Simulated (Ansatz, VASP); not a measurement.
# SnTe: VASP beside Ansatz

```
Sn Te
1.0
     3.82589    0.00000    0.00000
     0.00000    3.82589    0.00000
     0.00000    0.00000    3.82589
Sn Te
1 1
Direct
  0.00000 0.00000 0.00000
  0.50000 0.50000 0.50000
```

Alike in both runs: functional PBE; dispersion D3(BJ); k mesh 12 × 12 × 12; occupations gaussian, width 0.1 eV; no spin polarisation.

Ansatz relaxed the structure, and its values are those at the end. VASP's run is a single point on that final structure, the one shown.

|  | VASP | Ansatz |
| --- | --- | --- |
| version | VASP 6.6.1 | Ansatz 0.2.0 |
| potentials or method | VASP PAW PBE potentials, release 64 (Sn_d, Te) | scalar-relativistic, plane waves, PAW |
| plane-wave cutoff (eV) | 520 | 420 |
| valence electrons in the cell | 20 | 30 |

|  | VASP | Ansatz | Ansatz less VASP |
| --- | --- | --- | --- |
| gap on the k mesh at the Fermi level (eV) | none | none | - |
| pressure (GPa) | 0.0 | 0.0 | +0.05 |

A gap of «none» marks a metal or a gap that the smearing closes. The two sets of potentials don't hold the same shells in valence. Ansatz warned: «dispersion_switch_in_reach».

Caveats: pairwise dispersion overbinds metals, which lowers pressure and volume. Spin-orbit coupling is left out, which matters for the levels of Te.
